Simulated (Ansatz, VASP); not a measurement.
# Si in VASP and in Ansatz

File INCAR:

```
  PREC = Accurate
  ENCUT = 520
  EDIFF = 1E-7
  ISMEAR = -1
  SIGMA = 0.1
  LREAL = F
  LASPH = T
  NELM = 100
  ALGO = Normal
  ISIF = 2
  LWAVE = F
  LCHARG = F
  GGA = CA
  NBANDS = 11
```

The input KPOINTS:

```
Automatic mesh
0
Gamma
  13 13 13
```

The input POSCAR:

```
Si
1.0
   -2.2806218180      2.3996680479      1.2917782399
    2.2806218180     -2.3996680479      1.2917782399
    2.2806218180      2.3996680479     -1.2917782399
Si
2
Direct
    0.8070000000      0.0570000000      0.7500000000
    0.1930000000      0.9430000000      0.2500000000
```

Input for Ansatz:

```yaml
crystal:
  lattice:
    - [-2.2806218179992186, 2.3996680479480896, 1.2917782398707258]
    - [2.2806218179992186, -2.3996680479480896, 1.2917782398707258]
    - [2.2806218179992186, 2.3996680479480896, -1.2917782398707258]
  atoms:
    - { symbol: Si, position: [0.807, 0.057, 0.75] }
    - { symbol: Si, position: [0.193, 0.943, 0.25] }
basis:
  ecutwfc: 500.0
kpoints:
  mp_grid:
    grid: [13, 13, 13]
hamiltonian:
  xc: lda
scf:
  occupations:
    method: fermi_dirac
output:
  stress: true
```

This isn't the form of Si at room conditions, which is diamond.

Alike in both runs: task single point; functional LDA; k mesh 13 × 13 × 13; no spin polarisation.

```csv
,VASP,Ansatz
version,VASP 6.6.1,Ansatz 0.2.0
potentials or method,"VASP PAW LDA potentials, release 64 (Si)","plane waves, PAW"
plane-wave cutoff (eV),520,500
occupations,"fermi-dirac, width 0.1 eV",fermi-dirac
valence electrons in the cell,8,8
```

|  | VASP | Ansatz | Ansatz less VASP |
| --- | --- | --- | --- |
| pressure (GPa) | 5.1 | 5.0 | -0.11 |
| largest component of the traceless stress (GPa) | 1.29 | 1.27 | -0.024 |
